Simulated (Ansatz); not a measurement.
Structure optimisation: thallium, fcc

Theory: DFT, revPBE, plane waves (420 eV) with PAW, scalar-relativistic in Ansatz 0.2.0. (PAW data from PBE, frozen cores regenerated.)

k-point mesh 11×11×11, Fermi-Dirac smearing 0.1 eV, no spin polarisation. Cell and atoms relax.

Starting structure:

```
Tl
1.0
     0.00000    2.41121    2.41121
     2.41121    0.00000    2.41121
     2.41121    2.41121    0.00000
Tl
1
Cartesian
  0.0000 0.0000 0.0000
```

Task: What cell does the relaxation end in?

Result: Fm-3m with a = 5.085 Å; 32.88 Å³ per atom against 28.04 at the start (17.3 %).

Task: How much energy does the relaxation gain?

Result: 66.8 meV per atom.

Path of the relaxation (the plane waves are chosen anew near the end, which can shift the energy a little):

```
step  E − E(final) (meV/atom)  V (Å³/atom)  P (GPa)  max force (eV/Å)
   0                    66.80       28.037     5.29             0.000
   1                     5.07       31.459     1.06             0.000
   2                     1.19       32.454     0.29             0.000
   3                     0.91       32.875     0.00             0.000
   4                     0.00       32.875    -0.02             0.000
```
